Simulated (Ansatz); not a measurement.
NaBr (rock salt), relaxed with PBE (Ansatz, a quantum-chemistry and plane-wave program, plane waves, PAW): a = b = c = 6.035 Å, α = β = γ = 90.00°.

```
Property              Value
--------------------  -----
gap (eV)               4.07
B₀ by P(V) fit (GPa)   19.4
```

**Question.** The same phase is relaxed and computed with HSE06 in the same code. What are the cell and these values now?

**Answer.** a = 5.990 Å, b = 5.990 Å, c = 5.990 Å, α = 90.00°, β = 90.00°, γ = 90.00°.

gap (eV): 5.34
B₀ by P(V) fit (GPa): 20.4

All cells were relaxed under the symmetry of their starts (and spin orders); stability against distortions was not tested throughout. Spin–orbit coupling is left out wherever it is not named.

Potentials: the later of the program's two PAW sets.

Ansatz is a plane-wave DFT program.
